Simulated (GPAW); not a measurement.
**RbBr in GPAW: convergence with k mesh**

RbBr:

```xyz
2
Lattice="0.0000 3.4270 3.4270 3.4270 0.0000 3.4270 3.4270 3.4270 0.0000" Properties=species:S:1:pos:R:3 pbc="T T T"
Rb    0.0000    0.0000    0.0000
Br    3.4270    3.4270    3.4270
```

- Program: GPAW 26.7.0
- Task: convergence study
- Functional: PBE
- Potentials or basis: GPAW PAW data sets (gpaw-data 1.2.1)
- Cutoff: 600 eV
- Basis: pw
- k mesh: 2 × 2 × 2
- Occupations: fermi-dirac, width 0.05 eV
- Spin: no spin polarisation

These are the settings of the first run; the series varies k mesh, with any setting tied to it.

Hardware: 1 thread of INTEL(R) XEON(R) PLATINUM 8581C CPU @ 2.30GHz (Emerald Rapids), with other jobs on the host.

| k mesh | energy less the tightest run, at zero smearing (meV/atom) | pressure (GPa) | gap on the mesh (eV) | SCF cycles | CPU time (s) | peak memory (GiB) |
| --- | --- | --- | --- | --- | --- | --- |
| 2 × 2 × 2 | 33.90 | 1.32 | 4.337 | 9 | 3.7 | 0.16 |
| 3 × 3 × 3 | 1.58 | 1.03 | 4.366 | 9 | 4 | 0.16 |
| 4 × 4 × 4 | 0.11 | 1.01 | 4.368 | 9 | 5.6 | 0.16 |
| 5 × 5 × 5 | 0.01 | 1.01 | 4.368 | 9 | 6.4 | 0.16 |
| 6 × 6 × 6 | 0.00 | 1.01 | 4.368 | 9 | 8.9 | 0.17 |
| 7 × 7 × 7 | 0.00 | 1.01 | 4.368 | 9 | 10 | 0.18 |
| 9 × 9 × 9 | 0.00 | 1.01 | 4.368 | 9 | 16 | 0.19 |

Against the tightest run, the energy stays within 1 meV/atom from 4 × 4 × 4 on; the pressure stays within 0.1 GPa from 3 × 3 × 3 on; the gap on the mesh stays within 0.01 eV from 3 × 3 × 3 on. Meshes of other sizes hit other points, so gaps and Fermi surfaces needn't settle smoothly. The tightest run that finished is the yardstick and may itself not be fully converged.

Caveat, for the tightest run too: an odd mesh through Γ misses points on the zone boundary, where band edges often lie.
